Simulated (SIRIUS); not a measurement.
**CuAu in SIRIUS: the effect of functional**

Crystal: CuAu.

```
CELL_PARAMETERS angstrom
2.81075 0.00000 0.00000
0.00000 2.81075 0.00000
0.00000 0.00000 3.68500
ATOMIC_POSITIONS crystal
Au 0.00000 0.00000 0.00000
Cu 0.50000 0.50000 0.50000
```

Alike in all runs:

```yaml
Program: SIRIUS 7.12.0
Task: single point
Potentials_or_basis: PseudoDojo 0.4.1 PBE standard (scalar relativistic)
Cutoff: 1254 eV
Density_cutoff: 5016 eV
k_mesh: 5 × 5 × 4
Occupations: fermi-dirac, width 0.05 eV
Spin: no spin polarisation
```

```tsv
functional	pressure (GPa)
LDA	-10.2
PBE	3.9
PBEsol	-4.6
RPBE	8.5
revPBE	7.3
BLYP	13.5
PW91	4.0
AM05	-5.2
RGE2	-2.0
PW86PBE	11.5
B97-D	?
```

Q: What does the run with functional B97-D give?

A: Pressure 10.5 GPa.

Caveats: all runs use coarse meshes; the potentials were made for another functional, which shifts forces and pressure (some runs).
